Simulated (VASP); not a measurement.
Wanted: the native input for a VASP 6.6.1 run.

```yaml
Task: band structure
Functional: PBE
Potentials_or_basis: VASP PAW PBE potentials, release 64 (C_GW)
Cutoff: 550 eV
k_mesh: 12 × 12 × 4
Occupations: fermi-dirac, width 0.05 eV
Spin: no spin polarisation
Further_INCAR_settings: ALGO = Normal; EDIFF = 1e-06; NBANDS = 26
```

Crystal: C.

```
C
1.0
     2.52210    0.00000    0.00000
    -1.26105    2.18420    0.00000
     0.00000    0.00000    8.23710
C
8
Cartesian
  1.2611 0.7281 6.9501
  0.0000 1.4561 2.8315
  1.2611 0.7281 5.4056
  0.0000 1.4561 1.2870
  0.0000 0.0000 7.4649
  0.0000 0.0000 3.3463
  0.0000 0.0000 4.8908
  0.0000 0.0000 0.7722
```

This is a hexagonal form of diamond, not graphite.

These files were run (other wordings do the same):

POSCAR

```
C
1.0
    2.5221000000      0.0000000000      0.0000000000
   -1.2610500000      2.1842026709      0.0000000000
    0.0000000000      0.0000000000      8.2371000000
C
8
Direct
    0.6666666667      0.3333333333      0.8437500000
    0.3333333333      0.6666666667      0.3437500000
    0.6666666667      0.3333333333      0.6562500000
    0.3333333333      0.6666666667      0.1562500000
    0.0000000000      0.0000000000      0.9062500000
    0.0000000000      0.0000000000      0.4062500000
    0.0000000000      0.0000000000      0.5937500000
    0.0000000000      0.0000000000      0.0937500000
```

INCAR.step1

```
  PREC = Accurate
  ENCUT = 550
  EDIFF = 1E-6
  ISMEAR = -1
  SIGMA = 0.05
  LREAL = False
  LASPH = True
  NELM = 80
  ALGO = Normal
  ISIF = 2
  LWAVE = False
  LCHARG = True
  GGA = PE
  NBANDS = 26
```

KPOINTS.step1

```
regular mesh
0
Gamma
  12 12 4
```

INCAR.step2

```
  PREC = Accurate
  ENCUT = 550
  EDIFF = 1E-6
  ISMEAR = 0
  SIGMA = 0.05
  LREAL = False
  LASPH = True
  NELM = 80
  ALGO = Normal
  ISIF = 2
  LWAVE = False
  LCHARG = False
  GGA = PE
  NBANDS = 26
  ICHARG = 11
```

KPOINTS.step2

```
path GMKGALHA,LM,KH
10
line-mode
reciprocal
 0.0000000000  0.0000000000  0.0000000000  G
 0.5000000000  0.0000000000  0.0000000000  M

 0.5000000000  0.0000000000  0.0000000000  M
 0.3333333333  0.3333333333  0.0000000000  K

 0.3333333333  0.3333333333  0.0000000000  K
 0.0000000000  0.0000000000  0.0000000000  G

 0.0000000000  0.0000000000  0.0000000000  G
 0.0000000000  0.0000000000  0.5000000000  A

 0.0000000000  0.0000000000  0.5000000000  A
 0.5000000000  0.0000000000  0.5000000000  L

 0.5000000000  0.0000000000  0.5000000000  L
 0.3333333333  0.3333333333  0.5000000000  H

 0.3333333333  0.3333333333  0.5000000000  H
 0.0000000000  0.0000000000  0.5000000000  A

 0.5000000000  0.0000000000  0.5000000000  L
 0.5000000000  0.0000000000  0.0000000000  M

 0.3333333333  0.3333333333  0.0000000000  K
 0.3333333333  0.3333333333  0.5000000000  H
```

Potentials or basis: VASP PAW PBE potentials, release 64 (C_GW).

Command:

```console
$ cat potpaw_PBE.64/C_GW/POTCAR > POTCAR
$ cp INCAR.step1 INCAR
$ cp KPOINTS.step1 KPOINTS
$ mpirun -np 1 vasp_std > vasp.out
$ cp INCAR.step2 INCAR
$ cp KPOINTS.step2 KPOINTS
$ mpirun -np 1 vasp_std > vasp.out
```

Results of the run:

```yaml
Band_gap_on_the_k_mesh: 4.41 eV, indirect (least direct gap 5.19 eV)
Band_gap_along_the_path: 4.42 eV, indirect (least direct gap 5.19 eV)
```

Caveat: the log is that of the step along the path at fixed density, whose energy, stress, charges and moments have no meaning.

It took 2.1 min on 1 thread of Intel(R) Xeon(R) Platinum 8259CL CPU @ 2.50GHz (Skylake/Cascade Lake) (shared host), peak memory 0.2 GiB.
